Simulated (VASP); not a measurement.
WC (Qusongite), 2 atoms in the cell. The structure is hexagonal, space group P-6m2 (No. 187). Conventional cell: a = 2.907 Å, b = 2.907 Å, c = 2.837 Å, α = 90.00°, β = 90.00°, γ = 120.00°. Around W (site symmetry -6m2) lie 6 C at 2.20 Å. Around C (site symmetry -6m2) lie 6 W at 2.20 Å. 

```yaml
Program: VASP 6.6.1
Task: single point
Functional: PBE
Potentials_or_basis: VASP PAW PBE potentials, release 54 (W_sv, C)
Cutoff: 520 eV
k_mesh: 10 × 10 × 9
Occupations: gaussian, width 0.02 eV
Spin: no spin polarisation
Further_INCAR_settings: ALGO = Fast; EDIFF = 1.00e-06; NBANDS = 16
```

Potentials or basis: VASP PAW PBE potentials, release 54 (W_sv, C).

Launch:

```bash
$ python run.py
```

Hardware: 1 thread of AMD EPYC 9R45 96-Core Processor (Zen 5), on a shared host.

Task: How long does it take, and how much memory?

Result: It took 16 s on 1 thread of AMD EPYC 9R45 96-Core Processor (Zen 5), on a shared host, peak memory 0.12 GiB. Counts: scf iterations 13, k points 70.
